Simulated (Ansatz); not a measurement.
**GaN: the order of phases at one pressure**

Aim: bring GaN in several structures (rocksalt, CsCl, zincblende, wurtzite, NiAs) to one pressure and rank them by enthalpy. The pressure is set by scaling the first phase. Methods of the runs shown: LAPW. Companion runs by PAW are cited.

Method: DFT, PBE, all-electron LAPW, scalar-relativistic, in Ansatz 0.2.0.

### 1 Starting point

It takes space group Fm-3m (No. 225, cubic). The conventional cell has a = 3.641 Å, b = 3.641 Å, c = 3.641 Å, α = 90.00°, β = 90.00°, γ = 90.00°. Around Ga (site symmetry m-3m) lie 6 N at 1.82 Å. N (site symmetry m-3m) has 6 Ga at 1.82 Å as nearest neighbours.

Coordinates:

```cif
data_structure
_symmetry_space_group_name_H-M 'P 1'
_symmetry_Int_Tables_number 1
_cell_length_a 2.5743
_cell_length_b 2.5743
_cell_length_c 2.5743
_cell_angle_alpha 60.000
_cell_angle_beta 60.000
_cell_angle_gamma 60.000
_cell_volume 12.06
loop_
_atom_site_label
_atom_site_type_symbol
_atom_site_fract_x
_atom_site_fract_y
_atom_site_fract_z
_atom_site_occupancy
Ga1 Ga 0.00000 0.00000 0.00000 1
N1 N 0.50000 0.50000 0.50000 1
```

Atoms are numbered in the order of the input: Ga1, N2.

### 2 Rocksalt relaxed under pressure, LAPW

input.yaml

```yaml
crystal:
  lattice:
    - [0.0, 1.8202738363, 1.8202738363]
    - [1.8202738363, 0.0, 1.8202738363]
    - [1.8202738363, 1.8202738363, 0.0]
  atoms:
    - { symbol: Ga, position: [0.0, 0.0, 0.0] }
    - { symbol: "N", position: [0.5, 0.5, 0.5] }
kpoints:
  mp_grid: { grid: [18, 18, 18] }
scf:
  occupations: { method: fermi_dirac, width: 0.05 }
hamiltonian:
  xc: pbe
  pseudopotentials: { kind: all_electron, lapw: { basis_error: 0.0005 } }
output:
  forces: true
  stress: true
  eigenvalues: true
relax:
  f_tol: 0.005
  max_steps: 12
  cell: { p_target: 290.0, stress_tol: 0.145 }
```

The run is started by

```console
$ ansatz run input.yaml --threads 1 --pin off --max-ram 3584MiB --backend cpu --events-out ev --progress --plain --runs-dir out
```

The log of the run:

```text
The last accepted step is kept in <dir> (removed where the run ends without a failure and the disk answers)
LAPW: plane waves up to 12.142 Å⁻¹, error target 5.0e-4 eV per atom; small_component_spin mean_spin; N in spheres of 0.767 Å, 7 of its electrons in bands, Dirac shells []; Ga in spheres of 0.998 Å, 21 of its electrons in bands, Dirac shells []
Engine: ansatz 0.2.0
Pseudopotentials: kind: all_electron
Pseudopotential: Ga, LAPW, valence charge 21, Koelling and Harmon's equation, gaussian nucleus
Pseudopotential: N, LAPW, valence charge 7, Koelling and Harmon's equation, gaussian nucleus
Functional definition: PBE
  parameter kappa = 0.804
  parameter beta = 0.06672455060314922
  exchange = pbe_x(kappa = kappa, mu = beta*pi^2/3)
  correlation = pbe_c(beta = beta)
Crystal: 2 atoms, lattice volume = 12.063 Å³
Basis set: ecut = 561.734104282971 eV, 339 PW (Γ), exchange–correlation at level 2
Bands: 18, of which v1, the nominal top of the filled ones, is band 14 counted from 1 (13 counted from 0)
Symmetry: 48 space group operations
Space group: Fm-3m (ITA 225), of the structure as read, at distance tolerance 2.3e-5 Å
k-points: 195 of 5832
Non-local potential: Ga, projectors of the file, none
Non-local potential: N, projectors of the file, none
Initial density: superposition of atomic densities (chi_scale 0.1, normalization cell, long waves kept (reshape's long-wave potential 0.00 eV rms))
Initial wavefunctions: plane waves of lowest kinetic energy (no species holds an atomic orbital)
Functional: x = pbe(κ = 0.804, μ = 0.2195149727645171), c = pbe(β = 0.06672455060314922)
iter 1 solved again at ethr=1.97e-2 eV; its pass at ethr=1.00e-1 eV (dr2=5.51e0 eV) is discarded
SCF iter   1: F=—  HF=-54388.298721 eV  |F-HF|=—  |Δ(HF+E_count)|=         —  Δρ=2.31e-1  dr2=5.51e0  ethr=1.97e-2  ⟨swp⟩=2.0  Hψ=22776  notcnv=0
preconditioner: auto → none  [insulator: Δε(μ)=6.500 eV  Ē_g=23.382 eV  σ=0.050 eV  W_gap=1.00  n_scr=8 (ndim 8)  ℏωp=45.4 eV  f_vac=0.000  D(μ)=0.00/eV (n_scr^D=0)  ε∞_Penn≈4.8]
iter 2 solved again at ethr=1.66e-4 eV; its pass at ethr=1.97e-2 eV (dr2=4.65e-2 eV) is discarded
SCF iter   2: F=—  HF=-54385.726701 eV  |F-HF|=—  |Δ(HF+E_count)|=    2.57e0  Δρ=3.39e-2  dr2=4.66e-2  ethr=1.66e-4  ⟨swp⟩=2.0  Hψ=18621  notcnv=0
SCF iter   3: F=—  HF=-54385.579010 eV  |F-HF|=—  |Δ(HF+E_count)|=         —  Δρ=1.78e-2  dr2=2.29e-2  ethr=1.66e-4  ⟨swp⟩=3.0  Hψ=11580  notcnv=0
the basis was enlarged: its passes take 173.8 KiB over the memory plan, 1 of 1 planned eigensolver slots
SCF iter   4: F=—  HF=-54385.572760 eV  |F-HF|=—  |Δ(HF+E_count)|=   6.25e-3  Δρ=7.92e-3  dr2=3.72e-3  ethr=8.18e-5  ⟨swp⟩=2.0  Hψ=9858  notcnv=0
SCF iter   5: F=—  HF=-54385.572657 eV  |F-HF|=—  |Δ(HF+E_count)|=   1.03e-4  Δρ=7.43e-4  dr2=2.93e-5  ethr=1.33e-5  ⟨swp⟩=2.0  Hψ=9305  notcnv=0
SCF iter   6: F=—  HF=-54385.572678 eV  |F-HF|=—  |Δ(HF+E_count)|=   2.17e-5  Δρ=9.46e-5  dr2=3.00e-7  ethr=1.05e-7  ⟨swp⟩=2.9  Hψ=9709  notcnv=0
SCF iter   7: F=-54385.572678 eV  HF=-54385.572678 eV  |F-HF|=8.59e-10  |Δ(HF+E_count)|=   7.87e-8  Δρ=4.62e-6  dr2=5.83e-10  ethr=1.07e-9  ⟨swp⟩=3.0  Hψ=10052  notcnv=0
SCF 1 converged in 7 iterations: F = -54385.572678 eV  dr2 = 5.83e-10
relax step   1: F+E_penalty+E_count = -54385.57267839 eV  Δ(F+E_penalty+E_count) = +0.000e0 eV  max|allowed force component| = 1.381e-30 eV/Å  Δτ_max = 0.0000 Å  P = +289.404 GPa  Ω = 12.063 Å³  (7 SCF iters, accepted)
Crystal: 2 atoms, lattice volume = 12.058 Å³
Basis set: ecut = 561.8833988760907 eV, 339 PW (Γ), exchange–correlation at level 2
Initial density: handed on by an earlier stage of this run
Initial wavefunctions: those handed on with the density
iter 1 solved again at ethr=4.23e-10 eV; its pass at ethr=1.00e-1 eV (dr2=1.19e-7 eV) is discarded
SCF iter   1: F=—  HF=-54385.563988 eV  |F-HF|=—  |Δ(HF+E_count)|=         —  Δρ=5.22e-5  dr2=2.58e-7  ethr=4.23e-10  ⟨swp⟩=4.9  Hψ=19323  notcnv=0
preconditioner: auto → none  [insulator: Δε(μ)=4.051 eV  Ē_g=24.331 eV  σ=0.050 eV  W_gap=1.00  n_scr=8 (ndim 8)  ℏωp=45.4 eV  f_vac=0.000  D(μ)=0.00/eV (n_scr^D=0)  ε∞_Penn≈4.5]
iter 2 solved again at ethr=1.27e-11 eV; its pass at ethr=4.23e-10 eV (dr2=3.54e-9 eV) is discarded
SCF iter   2: F=-54385.563988 eV  HF=-54385.563988 eV  |F-HF|=7.12e-9  |Δ(HF+E_count)|=   2.14e-8  Δρ=7.55e-6  dr2=3.55e-9  ethr=1.27e-11  ⟨swp⟩=2.0  Hψ=17053  notcnv=0
SCF 2 converged in 2 iterations: F = -54385.563988 eV  dr2 = 3.55e-9
relax step   2: F+E_penalty+E_count = -54385.56398753 eV  Δ(F+E_penalty+E_count) = +8.691e-3 eV  max|allowed force component| = 1.381e-30 eV/Å  Δτ_max = 0.0000 Å  P = +289.896 GPa  Ω = 12.058 Å³  (2 SCF iters, accepted)
iter 1 solved again at ethr=1.27e-11 eV; its pass at ethr=1.00e-1 eV (dr2=3.54e-9 eV) is discarded
SCF iter   1: F=—  HF=-54385.563987 eV  |F-HF|=—  |Δ(HF+E_count)|=         —  Δρ=7.55e-6  dr2=3.55e-9  ethr=1.27e-11  ⟨swp⟩=3.3  Hψ=16390  notcnv=0
preconditioner: auto → none  [insulator: Δε(μ)=4.050 eV  Ē_g=24.331 eV  σ=0.050 eV  W_gap=1.00  n_scr=8 (ndim 8)  ℏωp=45.4 eV  f_vac=0.000  D(μ)=0.00/eV (n_scr^D=0)  ε∞_Penn≈4.5]
SCF iter   2: F=-54385.563988 eV  HF=-54385.563988 eV  |F-HF|=9.90e-10  |Δ(HF+E_count)|=   1.09e-7  Δρ=3.47e-6  dr2=8.02e-10  ethr=1.27e-11  ⟨swp⟩=3.0  Hψ=10166  notcnv=0
SCF 3 converged in 2 iterations: F = -54385.563988 eV  dr2 = 8.02e-10
relax step   3: F+E_penalty+E_count = -54385.56398753 eV  Δ(F+E_penalty+E_count) = -3.136e-9 eV  max|allowed force component| = 3.287e-31 eV/Å  Δτ_max = 0.0000 Å  P = +289.893 GPa  Ω = 12.058 Å³  stress off target by 1.07e-1 GPa  SCF on the basis re-selected at this cell (its energy is not comparable with the rows above)  (2 SCF iters)
basis re-selected at this cell: Δ(F+E_penalty+E_count) = -3.136e-9 eV, ΔP = -0.003 GPa vs the last step (what re-selecting the basis moved, after the strain that the cell walked since its last selection, with what the two solves' SCF thresholds leave and, on support functions, any second-order correction that the steps lacked; it is no measure of the basis error at this ecutwfc). This SCF's stress stands 1.07e-1 GPa from its target on what of the cell is left free (relax.cell.stress_tol is 1.45e-1 GPa) and its largest allowed force component is 3.29e-31 eV/Å (relax.f_tol is 5.00e-3 eV/Å): within both
SCF converged after 2 iterations
Free energy (F): -54385.563988 eV
Harris-Foulkes:  -54385.563988 eV  (|F-HF|=9.90e-10)
Internal energy: -54385.563988 eV  (E = F + TS)
E sigma→0 (E₀):  -54385.563988 eV
Fermi energy:    28.617895 eV
--- Per-component energies (eV) ---
  E_band       = -1068.427235
  E_kinetic    = 55485.795736
  E_xc         = -2261.705248
  E_electrostatic = -107609.654475  (all electrons and nuclei)
  E_smearing   = -0.000000  (= −TS)
  E_closure    = 0.000000  (closes the sum)
  E_atoms      = -54378.687074  (free atoms, spherical and without spin; not in F)
  Σ components = -54385.563988   (vs F -54385.563988, Δ=0.00e0)
  Basis errors (estimates in eV, not in F): energy 2.0e-4 per atom: plane waves 1.8e-4 (1.1e-4 summed), levels above the bands 9.8e-134, relativity 1.7e-8, radial functions 2.0e-5, core shells 5.1e-9; eigenvalues (radial functions only) 4.2e-6; not estimated: angular momenta, meshes, grids; target (lapw.basis_error) 5.0e-4; muffin-tin radii N 0.767 Å, Ga 0.998 Å
--- Forces (eV/Å), atoms counted from 1 ---
  atom   1  Ga     0.00000000    -0.00000000     0.00000000
  atom   2  N      0.00000000    -0.00000000     0.00000000
  max |Σ_I F_I| component: 1.97e-30 eV/Å
--- Stress (GPa, compression-positive) ---
      289.892982      -0.000000      -0.000000
       -0.000000     289.892982      -0.000000
       -0.000000      -0.000000     289.892982
  P = ⅓ Tr σ = 289.8930 GPa (2898.930 kbar)
--- Band table (eV; the first three rows and the last of 195) ---
  k-point 0: bands = ["-347.9034", "-116.5064", "-67.2740", "-67.2740", "-67.2740", "3.5139", "11.7315", "11.7315", "11.7315", "12.0269", "12.0269", "25.1219", "25.1219", "25.1219", "35.0915", "43.7648", "43.8374", "43.8374"]
  k-point 1: bands = ["-347.9034", "-116.5063", "-67.2751", "-67.2742", "-67.2742", "3.6050", "11.7157", "11.7417", "11.7417", "12.0055", "12.0055", "24.8004", "25.1584", "25.1584", "35.3004", "41.9789", "43.8463", "43.8463"]
  k-point 2: bands = ["-347.9034", "-116.5060", "-67.2782", "-67.2746", "-67.2746", "3.8764", "11.6689", "11.7519", "11.7519", "11.9647", "11.9647", "23.9284", "25.2641", "25.2641", "35.7792", "40.4435", "43.7251", "43.7251"]
  k-point 194: bands = ["-347.9034", "-116.5013", "-67.2998", "-67.2963", "-67.2882", "7.9173", "11.3522", "11.5574", "11.5832", "12.6041", "16.1538", "17.6876", "18.6687", "20.5641", "35.6586", "38.6871", "40.1835", "41.7301"]
--- Relaxed structure (2 steps of the walk, 2 accepted, 1 SCFs on fresh bases) ---
  F+E_penalty+E_count = -54385.56398753 eV   max|allowed force component| = 3.287e-31 eV/Å   (the final SCF, on the basis selected at the relaxed cell)
  cell:  # Å, volume = 12.0578 Å³
    - [-1.194227820209904e-36, 1.8200319933336269, 1.8200319933336269]
    - [1.8200319933336269, -8.21031626394309e-37, 1.8200319933336269]
    - [1.8200319933336269, 1.8200319933336269, -2.0152594466042132e-36]
  atoms:
    - { symbol: Ga, position: [9.47142318273633e-38, -9.901942418315253e-38, -1.592921171642019e-37] }
    - { symbol: N, position: [0.5, 0.5, 0.5] }
```

Run time: 61 s. Hardware: 1 thread of Arm Neoverse V2, shared host; peak memory 0.64 GiB.

Relaxation path:

```csv
step,energy from step 1 (eV/cell),largest force component (eV/Å),pressure (GPa),volume (Å³)
1,0.0000,0.0000,289.40,12.06
2,0.0087,0.0000,289.90,12.06
3,0.0087,0.0000,289.89,12.06
```

Step 1 is the start. Step 3 repeats the geometry before on a plane-wave basis chosen anew for that cell, so the energy can jump there without any move; the table keeps such jumps.

| input's cell | before | after | change |
| --- | --- | --- | --- |
| a (Å) | 2.574 | 2.574 | -0.0 % |
| b (Å) | 2.574 | 2.574 | -0.0 % |
| c (Å) | 2.574 | 2.574 | -0.0 % |
| volume (Å³/atom) | 6.03 | 6.03 | -0.0 % |

This run gives: pressure 289.89 GPa; gap on the k mesh 4.05 eV.

### 3 CsCl relaxed under pressure, LAPW

input.yaml, as its differences from that of step 2:

```diff
@@ -2,5 +2,5 @@
   lattice:
-    - [0.0, 1.8202738363, 1.8202738363]
-    - [1.8202738363, 0.0, 1.8202738363]
-    - [1.8202738363, 1.8202738363, 0.0]
+    - [2.2799517453, 0.0, 0.0]
+    - [0.0, 2.2799517453, 0.0]
+    - [0.0, 0.0, 2.2799517453]
   atoms:
@@ -9,3 +9,3 @@
 kpoints:
-  mp_grid: { grid: [18, 18, 18] }
+  mp_grid: { grid: [16, 16, 16] }
 scf:
```

The run is started by

```console
$ ansatz run input.yaml --threads 1 --pin off --max-ram 3584MiB --backend cpu --events-out ev --progress --plain --runs-dir out
```

The log of the run:

```text
[... 1 set-up line as earlier in the session ...]
LAPW: plane waves up to 11.149 Å⁻¹, error target 5.0e-4 eV per atom; small_component_spin mean_spin; N in spheres of 0.841 Å, 7 of its electrons in bands, Dirac shells []; Ga in spheres of 1.074 Å, 21 of its electrons in bands, Dirac shells []
[... 9 set-up lines as earlier in the session ...]
Crystal: 2 atoms, lattice volume = 11.852 Å³
Basis set: ecut = 473.59358217809654 eV, 257 PW (Γ), exchange–correlation at level 2
Bands: 18, of which v1, the nominal top of the filled ones, is band 14 counted from 1 (13 counted from 0)
[... 1 set-up line as earlier in the session ...]
Space group: Pm-3m (ITA 221), of the structure as read, at distance tolerance 2.3e-5 Å
k-points: 165 of 4096
[... 5 set-up lines as earlier in the session ...]
iter 1 solved again at ethr=2.00e-2 eV; its pass at ethr=1.00e-1 eV (dr2=5.59e0 eV) is discarded
SCF iter   1: F=—  HF=-54385.846795 eV  |F-HF|=—  |Δ(HF+E_count)|=         —  Δρ=2.23e-1  dr2=5.59e0  ethr=2.00e-2  ⟨swp⟩=2.0  Hψ=19971  notcnv=0
preconditioner: auto → none  [insulator: Δε(μ)=1.712 eV  Ē_g=23.127 eV  σ=0.050 eV  W_gap=1.00  n_scr=6 (ndim 8)  ℏωp=45.8 eV  f_vac=0.000  D(μ)=0.00/eV (n_scr^D=0)  ε∞_Penn≈4.9]
iter 2 solved again at ethr=1.71e-3 eV; its pass at ethr=1.99e-2 eV (dr2=4.78e-1 eV) is discarded
SCF iter   2: F=—  HF=-54383.368887 eV  |F-HF|=—  |Δ(HF+E_count)|=    2.48e0  Δρ=6.94e-2  dr2=4.78e-1  ethr=1.71e-3  ⟨swp⟩=2.0  Hψ=15674  notcnv=0  defer=1
SCF iter   3: F=—  HF=-54382.864215 eV  |F-HF|=—  |Δ(HF+E_count)|=   5.05e-1  Δρ=2.37e-2  dr2=5.95e-2  ethr=1.71e-3  ⟨swp⟩=2.8  Hψ=9252  notcnv=0
SCF iter   4: F=—  HF=-54382.848867 eV  |F-HF|=—  |Δ(HF+E_count)|=         —  Δρ=4.92e-3  dr2=6.85e-4  ethr=2.12e-4  ⟨swp⟩=2.0  Hψ=8912  notcnv=0
the basis was enlarged: its passes take 481.9 KiB over the memory plan, 1 of 1 planned eigensolver slots
SCF iter   5: F=—  HF=-54382.848089 eV  |F-HF|=—  |Δ(HF+E_count)|=   7.78e-4  Δρ=1.83e-3  dr2=2.83e-4  ethr=2.44e-6  ⟨swp⟩=3.0  Hψ=8870  notcnv=0
SCF iter   6: F=—  HF=-54382.848103 eV  |F-HF|=—  |Δ(HF+E_count)|=   1.37e-5  Δρ=7.25e-4  dr2=5.90e-5  ethr=1.01e-6  ⟨swp⟩=2.0  Hψ=8279  notcnv=0
SCF iter   7: F=—  HF=-54382.848079 eV  |F-HF|=—  |Δ(HF+E_count)|=   2.37e-5  Δρ=1.72e-4  dr2=3.18e-6  ethr=2.11e-7  ⟨swp⟩=2.0  Hψ=8279  notcnv=0
SCF iter   8: F=—  HF=-54382.848077 eV  |F-HF|=—  |Δ(HF+E_count)|=   1.47e-6  Δρ=2.50e-5  dr2=6.11e-8  ethr=1.14e-8  ⟨swp⟩=2.0  Hψ=8279  notcnv=0
SCF iter   9: F=-54382.848077 eV  HF=-54382.848077 eV  |F-HF|=3.78e-10  |Δ(HF+E_count)|=   3.23e-8  Δρ=1.68e-6  dr2=1.06e-10  ethr=2.18e-10  ⟨swp⟩=2.0  Hψ=8283  notcnv=0
SCF 1 converged in 9 iterations: F = -54382.848077 eV  dr2 = 1.06e-10
relax step   1: F+E_penalty+E_count = -54382.84807733 eV  Δ(F+E_penalty+E_count) = +0.000e0 eV  max|allowed force component| = 1.397e-30 eV/Å  Δτ_max = 0.0000 Å  P = +290.225 GPa  Ω = 11.852 Å³  (9 SCF iters, accepted)
Crystal: 2 atoms, lattice volume = 11.853 Å³
Basis set: ecut = 473.54535509940433 eV, 257 PW (Γ), exchange–correlation at level 2
[... 2 set-up lines as earlier in the session ...]
iter 1 solved again at ethr=5.28e-10 eV; its pass at ethr=1.00e-1 eV (dr2=1.48e-7 eV) is discarded
SCF iter   1: F=—  HF=-54382.851356 eV  |F-HF|=—  |Δ(HF+E_count)|=         —  Δρ=3.48e-5  dr2=1.27e-7  ethr=5.28e-10  ⟨swp⟩=4.2  Hψ=15339  notcnv=0
preconditioner: auto → none  [metal: Δε(μ)=0.040 eV  Ē_g=24.077 eV  σ=0.050 eV  W_gap=0.20  n_scr=6 (ndim 8)  ℏωp=45.8 eV  f_vac=0.000  D(μ)=0.82/eV (n_scr^D=6)]
SCF iter   2: F=-54382.851356 eV  HF=-54382.851356 eV  |F-HF|=7.66e-8  |Δ(HF+E_count)|=   4.07e-9  Δρ=1.92e-5  dr2=4.22e-8  ethr=4.53e-10  ⟨swp⟩=2.7  Hψ=8405  notcnv=0
SCF 2 converged in 2 iterations: F = -54382.851356 eV  dr2 = 4.22e-8
relax step   2: F+E_penalty+E_count = -54382.85135597 eV  Δ(F+E_penalty+E_count) = -3.279e-3 eV  max|allowed force component| = 1.643e-31 eV/Å  Δτ_max = 0.0000 Å  P = +290.037 GPa  Ω = 11.853 Å³  (2 SCF iters, accepted)
iter 1 solved again at ethr=1.51e-10 eV; its pass at ethr=1.00e-1 eV (dr2=4.23e-8 eV) is discarded
SCF iter   1: F=—  HF=-54382.851356 eV  |F-HF|=—  |Δ(HF+E_count)|=         —  Δρ=1.92e-5  dr2=4.22e-8  ethr=1.51e-10  ⟨swp⟩=2.9  Hψ=13585  notcnv=0
preconditioner: auto → none  [metal: Δε(μ)=0.040 eV  Ē_g=24.076 eV  σ=0.050 eV  W_gap=0.20  n_scr=6 (ndim 8)  ℏωp=45.8 eV  f_vac=0.000  D(μ)=0.82/eV (n_scr^D=6)]
SCF iter   2: F=-54382.851356 eV  HF=-54382.851356 eV  |F-HF|=3.95e-8  |Δ(HF+E_count)|=   2.12e-8  Δρ=1.31e-5  dr2=1.89e-8  ethr=1.51e-10  ⟨swp⟩=3.0  Hψ=8591  notcnv=0
SCF 3 converged in 2 iterations: F = -54382.851356 eV  dr2 = 1.89e-8
relax step   3: F+E_penalty+E_count = -54382.85135599 eV  Δ(F+E_penalty+E_count) = -2.884e-8 eV  max|allowed force component| = 3.780e-31 eV/Å  Δτ_max = 0.0000 Å  P = +290.055 GPa  Ω = 11.853 Å³  stress off target by 5.46e-2 GPa  SCF on the basis re-selected at this cell (its energy is not comparable with the rows above)  (2 SCF iters)
basis re-selected at this cell: Δ(F+E_penalty+E_count) = -2.884e-8 eV, ΔP = +0.018 GPa vs the last step (what re-selecting the basis moved, after the strain that the cell walked since its last selection, with what the two solves' SCF thresholds leave and, on support functions, any second-order correction that the steps lacked; it is no measure of the basis error at this ecutwfc). This SCF's stress stands 5.46e-2 GPa from its target on what of the cell is left free (relax.cell.stress_tol is 1.45e-1 GPa) and its largest allowed force component is 3.78e-31 eV/Å (relax.f_tol is 5.00e-3 eV/Å): within both
SCF converged after 2 iterations
Free energy (F): -54382.851356 eV
Harris-Foulkes:  -54382.851356 eV  (|F-HF|=3.95e-8)
Internal energy: -54382.844687 eV  (E = F + TS)
E sigma→0 (E₀):  -54382.848021 eV
Entropy (-TS):   -0.006669 eV (-3.335 meV/atom)
Fermi energy:    28.528008 eV
--- Per-component energies (eV) ---
  E_band       = -1059.828887
  E_kinetic    = 55482.094223
  E_xc         = -2260.186214
  E_electrostatic = -107604.752696  (all electrons and nuclei)
  E_smearing   = -0.006669  (= −TS)
  E_closure    = 0.000000  (closes the sum)
  E_atoms      = -54378.687074  (free atoms, spherical and without spin; not in F)
  Σ components = -54382.851356   (vs F -54382.851356, Δ=0.00e0)
  Basis errors (estimates in eV, not in F): energy 1.4e-4 per atom: plane waves 1.2e-4 (6.7e-5 summed), levels above the bands 1.2e-131, relativity 2.6e-8, radial functions 2.1e-5, core shells 3.8e-10; eigenvalues (radial functions only) 1.4e-6; not estimated: angular momenta, meshes, grids; target (lapw.basis_error) 5.0e-4; muffin-tin radii N 0.841 Å, Ga 1.074 Å
--- Forces (eV/Å), atoms counted from 1 ---
  atom   1  Ga    -0.00000000     0.00000000     0.00000000
  atom   2  N     -0.00000000     0.00000000    -0.00000000
  max |Σ_I F_I| component: 9.20e-31 eV/Å
--- Stress (GPa, compression-positive) ---
      290.054550      -0.000000      -0.000000
       -0.000000     290.054550      -0.000000
       -0.000000      -0.000000     290.054550
  P = ⅓ Tr σ = 290.0546 GPa (2900.546 kbar)
--- Band table (eV; the first three rows and the last of 165) ---
  k-point 0: bands = ["-346.9642", "-116.7797", "-67.5095", "-67.5095", "-67.5095", "4.1151", "10.6380", "10.6380", "12.4286", "12.4286", "12.4286", "25.6848", "25.6848", "25.6848", "32.7025", "39.6382", "39.6382", "50.8915"]
  k-point 1: bands = ["-346.9642", "-116.7794", "-67.5126", "-67.5093", "-67.5093", "4.2151", "10.6464", "10.6667", "12.3977", "12.3977", "12.4308", "25.0728", "25.7802", "25.7802", "33.0000", "39.7062", "39.9436", "50.6024"]
  k-point 2: bands = ["-346.9642", "-116.7785", "-67.5212", "-67.5086", "-67.5086", "4.5129", "10.6705", "10.7460", "12.3109", "12.3109", "12.4372", "23.6028", "26.0565", "26.0565", "33.5994", "39.9105", "40.6807", "49.7584"]
  k-point 164: bands = ["-346.9642", "-116.7568", "-67.5737", "-67.5737", "-67.5737", "10.2908", "10.2908", "10.2908", "12.8936", "12.8936", "16.0884", "23.6759", "23.6759", "23.6759", "29.0497", "29.0497", "29.0497", "38.4961"]
--- Relaxed structure (2 steps of the walk, 2 accepted, 1 SCFs on fresh bases) ---
  F+E_penalty+E_count = -54382.85135599 eV   max|allowed force component| = 3.780e-31 eV/Å   (the final SCF, on the basis selected at the relaxed cell)
  cell:  # Å, volume = 11.8534 Å³
    - [2.280067840423369, -6.419766481290785e-35, 0.0]
    - [-6.419766481290785e-35, 2.280067840423369, -1.2538606408771064e-37]
    - [0.0, -1.2538606408771064e-37, 2.280067840423369]
  atoms:
    - { symbol: Ga, position: [-6.28363963558109e-89, 7.733679144167242e-39, 6.874381461481993e-39] }
    - { symbol: N, position: [0.5, 0.5, 0.5] }
```

Wall time 43 s (1 thread of Arm Neoverse V2, shared host); peak memory 0.54 GiB.

Relaxation path:

| step | energy from step 1 (eV/cell) | largest force component (eV/Å) | pressure (GPa) | volume (Å³) |
| --- | --- | --- | --- | --- |
| 1 | 0.0000 | 0.0000 | 290.23 | 11.85 |
| 2 | -0.0033 | 0.0000 | 290.04 | 11.85 |
| 3 | -0.0033 | 0.0000 | 290.05 | 11.85 |

Step 1 is the start. Step 3 repeats the geometry before on a plane-wave basis chosen anew for that cell, so the energy can jump there without any move; the table keeps such jumps.

| input's cell | before | after | change |
| --- | --- | --- | --- |
| a (Å) | 2.280 | 2.280 | +0.0 % |
| b (Å) | 2.280 | 2.280 | +0.0 % |
| c (Å) | 2.280 | 2.280 | +0.0 % |
| volume (Å³/atom) | 5.93 | 5.93 | +0.0 % |

Read from it: pressure 290.05 GPa; no gap.

[end of part 1 of 2]
